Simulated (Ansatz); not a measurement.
HfC, DFT, PBE, all-electron LAPW, scalar-relativistic (Ansatz 0.2.0), run on 1 thread of Arm Neoverse V1 on a shared host.

The cell is COD entry 1539502, as deposited and not checked against the literature; nothing was relaxed. The listed cell was then made from it by scaling, straining or moving an atom.

Command: `ansatz run input.yaml --threads 1 --pin off --max-ram 3072MiB --backend cpu --events-out ev --progress --plain --runs-dir out`

```yaml
crystal:
  lattice:
    - [0.0, 2.3705998121, 2.3705998121]
    - [2.3705998121, 0.0, 2.3705998121]
    - [2.3705998121, 2.3705998121, 0.0]
  atoms:
    - { symbol: Hf, position: [0.5, 0.5, 0.5] }
    - { symbol: C, position: [0.0, 0.0, 0.0] }
kpoints:
  mp_grid: { grid: [15, 15, 15] }
  band_path:
    path:
      - [0.0, 0.0, 0.0]
      - [0.5, 0.0, 0.5]
      - [0.625, 0.25, 0.625]
      - [0.375, 0.375, 0.75]
      - [0.0, 0.0, 0.0]
      - [0.5, 0.5, 0.5]
      - [0.5, 0.25, 0.75]
      - [0.5, 0.0, 0.5]
    npoints: 5
scf:
  occupations: { method: fermi_dirac, width: 0.05 }
hamiltonian:
  xc: pbe
  pseudopotentials: { kind: all_electron, lapw: { basis_error: 0.001 } }
output:
  forces: true
  stress: true
  eigenvalues: true
```

(1) How large is the problem that the program sets up?

(2) Estimate the wall time and the peak memory.

## Answers

(1) 120 irreducible k-points, 307 plane waves at Γ, 29 bands.

(2) 37 s of wall time for 10 SCF iterations, with a peak of 0.47 GiB. Times on shared machines scatter by tens of per cent.
